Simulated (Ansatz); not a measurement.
A crystal relaxed with r2SCAN+rVV10 in Ansatz has space group Fm-3m (No. 225) and a = 5.941 Å.

```tsv
atom	site	x	y	z
Pb	4a	0.0000	0.0000	0.0000
Xx	4b	0.5000	0.0000	0.0000
```

The r2SCAN gap is direct at L: 0.63 eV. HSE06 gives a direct gap of 0.81 eV at L. With PBE the gap is 0.38 eV and direct, at L. Meshes: r2SCAN 8×8×8, HSE06 6×6×6, PBE 8×8×8. r2SCAN's ε∞ is 14.4 in all directions.

Problem. Which element is Xx?
A. S
B. O
C. Te
D. Se

Solution. A. Xx is S: PbS (started from an entry of an open crystallographic database). Pb has 6 S at 2.97 Å; S has 6 Pb at 2.97 Å.

(Simulation; spin polarisation is off.)

Spin-orbit coupling is left out; in compounds of Pb, Bi, Tl or Hg it can lower a gap by up to about 1 eV, split its edges or invert the bands.

The meshes of the hybrids are coarse, so their gaps aren't converged to the digits shown.
